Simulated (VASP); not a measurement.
# Sb (P1) in VASP: relaxation of cell and atoms with PBE

Aim: the relaxation of cell and atoms of Sb with PBE.

All numbers are computed with VASP 6.6.1; they aren't measurements. Logs are shortened: lines on timing, memory, paths and dates and some standing lists are left out, and cuts for length are marked.

**1. The cell of the first run**

The typed cell holds 4 atoms: a = 3.198 Å, b = 6.140 Å, c = 6.060 Å, α = 90.01°, β = 88.84°, γ = 89.25°.

The cell was built by a generator and needn't be a form met in nature.

**2. Relaxation of cell and atoms, PBE**

The input, INCAR:

```
PREC     = Accurate       # precision mode
ENCUT    = 600            # plane-wave cutoff, eV
EDIFF    = 1E-7           # SCF threshold, eV
ISMEAR   = 0              # smearing method
SIGMA    = 0.2            # smearing width, eV
LREAL    = False          # projectors in reciprocal space
LASPH    = True           # aspherical terms in the spheres
NELM     = 100            # most SCF steps
ALGO     = Fast           # electronic algorithm
ISIF     = 3              # what is computed and relaxed
LWAVE    = False          # write WAVECAR
LCHARG   = False          # write CHGCAR
GGA      = PE             # functional
IBRION   = 2              # ionic algorithm
NSW      = 80             # ionic steps
EDIFFG   = -0.025         # ionic threshold
```

The input, KPOINTS:

```
Automatic mesh
0
Gamma
  8 4 4
```

The input, POSCAR:

```
Sb
1.0
    3.1979770313      0.0205470984      0.0314527489
    0.0410941968      6.1395704346     -0.0007971094
    0.0629071881     -0.0007971308      6.0597541982
Sb
4
Direct
    0.0041245680     -0.0059406813      0.2578199097
   -0.0114939470      0.0010498027      0.7529452326
   -0.0164319097      0.4906232544      0.2329669884
    0.0238012887      0.5142676241      0.7562678693
```

Potentials or basis: VASP PAW PBE potentials, release 64 (Sb).

Command:

```
cat potpaw_PBE.64/Sb/POTCAR > POTCAR
mpirun -np 1 vasp_std > vasp.out
```

OUTCAR:

```text
PREC = Accurate
   ENCUT = 600
   EDIFF = 1E-7
   ISMEAR = 0
   LREAL = False
   LASPH = True
   NELM = 100
   ISIF = 3
   GGA = PE
   IBRION = 2
   NSW = 80
   EDIFFG = -0.025

 ion  position               nearest neighbor table
   1  0.004  0.994  0.258-   2 3.00   3 3.05   2 3.06   3 3.10
   2  0.989  0.001  0.753-   4 2.99   1 3.00   1 3.06   4 3.15
   3  0.984  0.491  0.233-   4 2.89   1 3.05   1 3.10   4 3.18
   4  0.024  0.514  0.756-   3 2.89   2 2.99   2 3.15   3 3.18

  LATTYP: Found a triclinic cell.
 ALAT       =     9.2158430847
 B/A-ratio  =     0.6575720431
 C/A-ratio  =     0.6662122995
 COS(alpha) =     0.0001918774
 COS(beta)  =     0.6617868323
 COS(gamma) =     0.6647144496

  Lattice vectors:

 A1 = (   3.2197900226,  -6.1198204670,   6.0920040565)
 A2 = (   0.0629071881,  -0.0007971308,   6.0597541982)
 A3 = (  -0.0410941968,  -6.1395704346,   0.0007971094)

Analysis of symmetry for initial positions (statically):
=====================================================================
 Subroutine PRICEL returns:
 Original cell was already a primitive cell.

 Routine SETGRP: Setting up the symmetry group for a
 triclinic supercell.

 Subroutine GETGRP returns: Found  1 space group operations
 (whereof  1 operations were pure point group operations)
 out of a pool of  2 trial point group operations.

The static configuration has the point symmetry C_1 .

Analysis of symmetry for dynamics (positions and initial velocities):
=====================================================================
 Subroutine PRICEL returns:
 Original cell was already a primitive cell.

 Routine SETGRP: Setting up the symmetry group for a
 triclinic supercell.

 Subroutine GETGRP returns: Found  1 space group operations
 (whereof  1 operations were pure point group operations)
 out of a pool of  2 trial point group operations.

The dynamic configuration has the point symmetry C_1 .

 Subroutine INISYM returns: Found  1 space group operations
 (whereof  1 operations are pure point group operations),
 and found     1 'primitive' translations

----------------------------------------------------------------------------------------

                                     Primitive cell

  volume of cell :     118.9612

  direct lattice vectors                    reciprocal lattice vectors
     3.197977031  0.020547098  0.031452749     0.312743067 -0.002093715 -0.003246907
     0.041094197  6.139570435 -0.000797109    -0.001046858  0.162884856  0.000032294
     0.062907188 -0.000797131  6.059754198    -0.001623410  0.000032293  0.165040052

  length of vectors
     3.198197704  6.139708013  6.060080766     0.312766929  0.162888223  0.165048040

  position of ions in fractional coordinates (direct lattice)
     0.004124568  0.994059319  0.257819910
     0.988506053  0.001049803  0.752945233
     0.983568090  0.490623254  0.232966988
     0.023801289  0.514267624  0.756267869

  ion indices of the primitive-cell ions
   primitive index   ion index
                 1           1
                 2           2
                 3           3
                 4           4

----------------------------------------------------------------------------------------

 KPOINTS: Automatic mesh

Automatic generation of k-mesh.
 Grid dimensions read from file:
 generate k-points for:    8    4    4

 Generating k-lattice:

  Cartesian coordinates                     Fractional coordinates (reciprocal lattice)
     0.039092883 -0.000261714 -0.000405863     0.125000000  0.000000000  0.000000000
    -0.000261714  0.040721214  0.000008074    -0.000000000  0.250000000 -0.000000000
    -0.000405852  0.000008073  0.041260013     0.000000000  0.000000000  0.250000000

  Length of vectors
     0.039095866  0.040722056  0.041262010

  Shift w.r.t. Gamma in fractional coordinates (k-lattice)
     0.000000000  0.000000000  0.000000000

 Subroutine IBZKPT returns following result:
 ===========================================

 Found     68 irreducible k-points:

 Following reciprocal coordinates:
            Coordinates               Weight
  0.000000  0.000000  0.000000      1.000000
  0.125000  0.000000  0.000000      2.000000
  0.250000  0.000000  0.000000      2.000000
  0.375000 -0.000000 -0.000000      2.000000
  0.500000  0.000000  0.000000      1.000000
 -0.000000  0.250000  0.000000      2.000000
[... 16 lines left out ...]
  0.500000  0.000000  0.250000      2.000000
 -0.375000  0.000000  0.250000      2.000000
 [... further k-points ...]
   k-points           NKPTS =     68   k-points in BZ     NKDIM =     68   number of bands    NBANDS=     14
   number of dos      NEDOS =    301   number of ions     NIONS =      4
   total plane-waves  NPLWV =  67200
   dimension x,y,z NGX =    28 NGY =   50 NGZ =   48
   dimension x,y,z NGXF=    56 NGYF=  100 NGZF=   96
   ions per type =               4
   NGX,Y,Z   is equivalent  to a cutoff of  14.55, 13.54, 13.17 a.u.
   NGXF,Y,Z  is equivalent  to a cutoff of  29.11, 27.08, 26.34 a.u.
 SYSTEM =  unknown system
   PREC   = accura    normal or accurate (medium, high low for compatibility)
   ISTART =      0    job   : 0-new  1-cont  2-samecut
   ICHARG =      2    charge: 1-file 2-atom 10-const
   ISPIN  =      1    spin polarized calculation?
   LNONCOLLINEAR =      F non collinear calculations
   LSORBIT =      F    spin-orbit coupling
   LASPH  =      T    aspherical Exc in radial PAW
   ENCUT  =  600.0 eV  44.10 Ry    6.64 a.u.   6.39 12.26 12.10*2*pi/ulx,y,z
   NELM   =    100;   NELMIN=  2; NELMDL= -5     # of ELM steps
   EDIFF  = 0.1E-06   stopping-criterion for ELM
   LREAL  =      F    real-space projection
   EDIFFG = -.3E-01   stopping-criterion for IOM
   NSW    =     80    number of steps for IOM
   IBRION =      2    ionic relax: 0-MD 1-quasi-New 2-CG
   NFREE  =      1    steps in history (QN), initial steepest desc. (CG)
   ISIF   =      3    stress and relaxation
   ISYM   =      2    0-nonsym 1-usesym 2-fastsym
   POTIM  = 0.5000    time-step for ionic-motion
   TEBEG  =    0.0;   TEEND  =   0.0 temperature during run
   PSTRESS=    0.0 pullay stress
   NELECT =      20.0000    total number of electrons
   NUPDOWN=      -1.0000    fix difference up-down
   EMIN   =  10.00;   EMAX   =-10.00  energy-range for DOS
   EFERMI =   0.00;   METHOD = LEGACY
   ISMEAR =     0;   SIGMA  =   0.20  broadening in eV -4-tet -1-fermi 0-gaus
   EFERMI_NEDOS =   21; number of points for ismear=-14 and -15
   IALGO  =     68    algorithm
   IMIX   =      4    mixing-type and parameters
     AMIX     =   0.40;   BMIX     =  1.00
     AMIX_MAG =   1.60;   BMIX_MAG =  1.00
  volume/ion in A,a.u.               =      29.74       200.70
  Fermi-wavevector in a.u.,A,eV,Ry     =   0.903545  1.707452 11.107706  0.816393
  Thomas-Fermi vector in A             =   2.026883
   LORBIT       =      0    0 simple, 1 ext, 2 COOP (PROOUT), +10 PAW based schemes
   GGA     = PE    functional components
   LHFCALC =     F    Hartree Fock is set to
   AEXX    =    0.0000 exact exchange contribution
   IVDW    =     0    specifies the selected vdW correction
   LEPSILON=     F    determine dielectric tensor
   LRPA    =     F    only Hartree local field effects (RPA)
 conjugate gradient relaxation of ions
 non-spin polarized calculation
 RMM-DIIS sequential band-by-band and
 Gauss-broadening in eV      SIGMA  =   0.20
  energy-cutoff  :      600.00
  volume of cell :      118.96
 maximum number of plane-waves:      3993
 NGX is ok and might be reduce to    28
   NGX = 13   NGY = 25   NGZ = 25

--------------------------------------- Ionic step        1  -------------------------------------------

 number of electron      20.0000000 magnetization

 Free energy of the ion-electron system (eV)
  ---------------------------------------------------
  ext. energy  EPLUGINS =         0.00000000
  ---------------------------------------------------
  free energy    TOTEN  =       -16.23821195 eV

  energy without entropy =      -16.18880104  energy(sigma->0) =      -16.21350650

------------------------ aborting loop because EDIFF is reached ----------------------------------------

  FORCE on cell =-STRESS in cart. coord.  units (eV):
  Direction    XX          YY          ZZ          XY          YZ          ZX
  --------------------------------------------------------------------------------------
  -------------------------------------------------------------------------------------
  Total       -1.8771002      1.9148877      3.3862289     -0.0968762     -0.0116300     -0.1158515
  in kB      -25.2809127     25.7898366     45.6059599     -1.3047353     -0.1566337     -1.5602954
  external PRESSURE =      15.3716279 kB  Pullay stress =       0.0000000 kB
[... 95 lines left out ...]
  FREE ENERGIE OF THE ION-ELECTRON SYSTEM (eV)
  ---------------------------------------------------
  free  energy   TOTEN  =       -16.3215003065 eV

  energy  without entropy=      -16.2689582993  energy(sigma->0) =      -16.29522930

[... ionic steps 4 to 8 ...]

--------------------------------------- Ionic step        9  -------------------------------------------

 number of electron      19.9999999 magnetization

------------------------ aborting loop because EDIFF is reached ----------------------------------------
[... 71 lines left out ...]
--------------------------------------- Ionic step       11  -------------------------------------------

 number of electron      19.9999999 magnetization

 Free energy of the ion-electron system (eV)
  ---------------------------------------------------
  ext. energy  EPLUGINS =         0.00000000
  ---------------------------------------------------
  free energy    TOTEN  =       -16.33457615 eV

  energy without entropy =      -16.27820807  energy(sigma->0) =      -16.30639211

 E-fermi :   6.9169     XC(G=0):  -9.5686

 val. band max:        6.9162033488   @ k =   0.2500  -0.2500   0.2500
 cond. band min:       6.9261651932   @ k =  -0.2500   0.2500   0.2500
 fundamental gap:      0.0099618444
 Fermi energy:         6.9168991656

 k-point     1 :       0.0000    0.0000    0.0000
  band No.  band energies     occupation
      1      -5.3218      2.00000
      2      -2.9534      2.00000
      3      -2.9449      2.00000
      4      -0.4402      2.00000
      5       1.4792      2.00000
      6       1.4814      2.00000
      7       3.4243      2.00000
      8       3.5556      2.00000
      9       9.1832      0.00000
     10      10.1676      0.00000
     11      10.1842      0.00000
     12      10.2331      0.00000
     13      12.1320      0.00000
     14      12.1479      0.00000
[... 377 lines left out ...]
      1      -3.3078      2.00000
      2      -1.7202      2.00000
      3      -0.8617      2.00000
      4       0.8103      2.00000
      5       2.7777      2.00000
      6       3.2689      2.00000
      7       4.0790      2.00000
      8       4.3774      2.00000
      9       4.5808      2.00000
     10       4.8565      2.00000
     11       5.9798      2.00000
     12       6.6052      1.97249
     13       9.6321      0.00000
     14      10.2555      0.00000

 [... further k-points ...]

------------------------ aborting loop because EDIFF is reached ----------------------------------------

  FORCE on cell =-STRESS in cart. coord.  units (eV):
  Direction    XX          YY          ZZ          XY          YZ          ZX
  --------------------------------------------------------------------------------------
  -------------------------------------------------------------------------------------
  Total       -0.0778897     -0.0847448     -0.0502409      0.0076560      0.0137482     -0.0046632
  in kB       -1.0315530     -1.1223400     -0.6653790      0.1013939      0.1820782     -0.0617589
  external PRESSURE =      -0.9397573 kB  Pullay stress =       0.0000000 kB
[... 19 lines left out ...]
  FREE ENERGIE OF THE ION-ELECTRON SYSTEM (eV)
  ---------------------------------------------------
  free  energy   TOTEN  =       -16.3345761485 eV

  energy  without entropy=      -16.2782080709  energy(sigma->0) =      -16.30639211

 reached required accuracy - stopping structural energy minimisation
```

It took 12 min on 1 thread of Intel Xeon 6975P-C (Granite Rapids), shared host; peak memory 0.37 GiB.

Results:

```
Free energy                            : -16.3346 eV
Relaxed volume                         : 30.24 Å³/atom
Relaxed cell                           : a = 3.117 Å, b = 6.232 Å, c = 6.228 Å, α = 90.65°, β = 89.55°, γ = 90.06°
Space group after relaxing (to 0.05 Å) : P1 (No. 1)
Energy gained by relaxing              : 24.1 meV/atom
Ionic steps                            : 11
Pressure after relaxing                : -0.1 GPa
Largest force after relaxing           : 0.025 eV/Å
Band gap on the k mesh                 : none (metal or under the smearing width)
```

Forces in eV/Å, atoms in the order of the input:
```
Sb   0.000  0.017 -0.002
Sb   0.007 -0.007 -0.013
Sb   0.009  0.008  0.022
Sb  -0.016 -0.018 -0.007
```

The path:
```tsv
step	energy change (eV)	largest force (eV/Å)	pressure (GPa)	volume (Å³)
1	0.0000	0.3087	1.54	118.96
2	-0.0760	0.0592	-1.14	123.81
3	-0.0833	0.0582	-0.61	122.62
4	-0.0872	0.0773	0.17	120.86
5	-0.0874	0.0739	0.02	121.17
6	-0.0879	0.0714	0.03	121.14
7	-0.0895	0.0661	0.03	121.03
8	-0.0923	0.0570	0.06	120.82
9	-0.0957	0.0318	0.18	120.40
10	-0.0963	0.0234	-0.18	121.16
11	-0.0964	0.0250	-0.09	120.98
```

Final structure:
```
Sb
1.0
     3.11681   -0.00146    0.01285
    -0.00396    6.23222   -0.03553
     0.02300   -0.03568    6.22825
Sb
4
Direct
  0.99886 0.99538 0.25147
  0.99688 0.00244 0.75344
  0.99481 0.49718 0.24533
  0.00945 0.50500 0.74976
```

Levels at points of the mesh, in eV from the Fermi level:
| k point | band 6 | band 7 | band 8 | band 9 | band 10 | band 11 | band 12 | band 13 | band 14 |
| --- | --- | --- | --- | --- | --- | --- | --- | --- | --- |
| (0.00, 0.00, 0.00) | -5.44 | -3.49 | -3.36 | 2.27 | 3.25 | 3.27 | 3.32 | 5.22 | 5.23 |
| (0.50, 0.00, 0.00) | -3.47 | -3.44 | -3.42 | -3.38 | -1.63 | -1.54 | -1.47 | 2.27 | 2.28 |
| (0.00, 0.50, 0.00) | -4.62 | -1.94 | -1.87 | 0.20 | 0.29 | 4.04 | 4.08 | 4.09 | 4.13 |
| (0.50, 0.50, 0.00) | -4.62 | -2.72 | -2.68 | -2.63 | -2.59 | 0.20 | 0.28 | 2.36 | 2.46 |
| (0.00, 0.00, 0.50) | -4.61 | -1.94 | -1.84 | 0.19 | 0.31 | 4.04 | 4.05 | 4.11 | 4.12 |
| (0.50, 0.00, 0.50) | -4.60 | -2.69 | -2.68 | -2.63 | -2.62 | 0.19 | 0.31 | 2.35 | 2.48 |
| (0.00, 0.50, 0.50) | -1.31 | -1.23 | -1.20 | -0.93 | -0.91 | -0.80 | -0.76 | 4.83 | 4.89 |
| (0.50, 0.50, 0.50) | -3.86 | -3.83 | -3.79 | 0.57 | 0.64 | 0.71 | 0.77 | 1.43 | 1.47 |

Spin-orbit coupling is left out, which matters for the levels of Sb.
